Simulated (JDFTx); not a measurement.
Crystal: Au.

```xyz
1
Lattice="0.0000 2.0350 2.0350 2.0350 0.0000 2.0350 2.0350 2.0350 0.0000" Properties=species:S:1:pos:R:3 pbc="T T T"
Au    0.0000    0.0000    0.0000
```

- Program: JDFTx 1.7.0 (patched build)
- Task: single point
- Functional: PBEsol
- Potentials or basis: PseudoDojo-SR-PBEsol-0.4.1-standard with smoothed tails
- Cutoff: 1034 eV
- Density cutoff: 4136 eV
- k mesh: 11 × 11 × 11
- Occupations: fermi-dirac, width 0.05 eV
- Spin: no spin polarisation

On this cell: pressure 1.2 GPa; band gap on the k mesh none (metal or under the smearing width).

The same run follows on a disturbed copy (cell strained at random at fixed volume):

```xyz
1
Lattice="0.0595 2.0328 2.0239 2.0628 0.0301 2.0533 2.0741 2.0734 0.0189" Properties=species:S:1:pos:R:3 pbc="T T T"
Au    0.0297    0.0344   -0.0121
```

What changes?

The energy (extrapolated to zero smearing) moves by +5.9 meV/atom; pressure 1.5 GPa; band gap on the k mesh none (metal or under the smearing width).

Stress tensor (GPa, compression positive):
```
 1.57 -1.97 -1.44
-1.97  1.41  0.23
-1.44  0.23  1.37
```
